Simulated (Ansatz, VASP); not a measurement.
Two plane-wave programs on Pt

```
Pt
1.0
     2.69077    0.00138   -0.00044
    -1.34420    2.34109   -0.00362
    -0.00077   -0.00782    4.83698
Pt
2
Direct
  0.66038 0.32445 0.72898
  0.32267 0.71581 0.23018
```

This isn't the form of Pt at room conditions, which is fcc.

Alike in both runs: task single point; functional PBEsol; k mesh 7 × 7 × 4; no spin polarisation.

```csv
,VASP,Ansatz
version,VASP 6.6.1,Ansatz 0.2.0
potentials or method,"VASP PAW PBE potentials, release 64 (Pt)","plane waves, PAW"
plane-wave cutoff (eV),520,420
occupations,"methfessel-paxton of order 1, width 0.1 eV",cold
valence electrons in the cell,20,36
```

```tsv
	VASP	Ansatz	Ansatz less VASP
pressure (GPa)	-0.8	-0.4	+0.40
largest component of the traceless stress (GPa)	0.24	0.37	+0.132
rms of the force components (eV/Å)	0.062	0.062	+0.0004
```

Atom by atom the forces differ by 0.003 eV/Å (rms over components). The two sets of potentials don't hold the same shells in valence.

Caveats: the k mesh is coarse (spacing up to 0.38 Å⁻¹), so the values aren't converged; the PAW data sets were made with another functional, which shifts forces and pressure a little (VASP). Spin-orbit coupling is left out, which matters for the levels of Pt.
